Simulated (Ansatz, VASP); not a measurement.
## Two plane-wave programs on BN

INCAR

```
ALGO = Normal
EDIFF = 1E-7
ENCUT = 520
GGA = PE
ISIF = 2
ISMEAR = -1
LASPH = True
LCHARG = False
LREAL = False
LWAVE = False
NBANDS = 11
NELM = 80
PREC = Accurate
SIGMA = 0.05
```

Contents of KPOINTS:

```
k-points
0
Gamma
  13 13 13
```

File POSCAR:

```
BN
1.0
    0.0000000000      3.4239628326      2.1218728889
    1.2260814184      0.0000000000      2.1218728889
    1.2260814184      3.4239628326      0.0000000000
N B
1 1
Direct
    0.6666513400      0.6666513400      0.3333486600
    0.0000486500      0.0000486500      0.9999513500
```

File input.yaml:

```yaml
crystal:
  lattice:
    - [0.0, 3.4239628326, 2.1218728889]
    - [1.2260814184, 0.0, 2.1218728889]
    - [1.2260814184, 3.4239628326, 0.0]
  atoms:
    - { symbol: "N", position: [0.66665134, 0.66665134, 0.33334866] }
    - { symbol: B, position: [4.865e-05, 4.865e-05, 0.99995135] }
hamiltonian:
  xc: pbe
  pseudopotentials: { kind: paw }
kpoints:
  mp_grid: { grid: [13, 13, 13] }
scf:
  occupations: { method: fermi_dirac, width: 0.05 }
output:
  forces: true
  stress: true
  eigenvalues: true
```

Change from the starting cell: volume scaled by 0.94.

Alike in both runs: task single point; functional PBE; k mesh 13 × 13 × 13; occupations fermi-dirac, width 0.05 eV; no spin polarisation.

```csv
,VASP,Ansatz
version,VASP 6.6.1,Ansatz 0.2.0
potentials or method,"VASP PAW PBE potentials, release 64 (N, B)",Ansatz PAW
plane-wave cutoff (eV),520,420
valence electrons in the cell,8,8
```

|  | VASP | Ansatz | Ansatz less VASP |
| --- | --- | --- | --- |
| gap on the k mesh at the Fermi level (eV) | 3.94 | 3.95 | +0.009 |
| least direct gap on the mesh (eV) | 4.80 | 4.81 | +0.004 |
| pressure (GPa) | 19.6 | 19.5 | -0.06 |
| largest component of the traceless stress (GPa) | 17.45 | 17.23 | -0.221 |
| rms of the force components (eV/Å) | 0.007 | 0.007 | 0.0000 |

Atom by atom the forces differ by 0.000 eV/Å (rms over components).

Caveats: an odd mesh through Γ misses points on the zone boundary, where band edges often lie (VASP); odd divisions of the mesh miss points on the zone boundary, where band edges often lie, so the gap on the mesh can be too wide (Ansatz); the pressure holds a Pulay correction of +0.6 GPa for the finite cutoff (Ansatz).
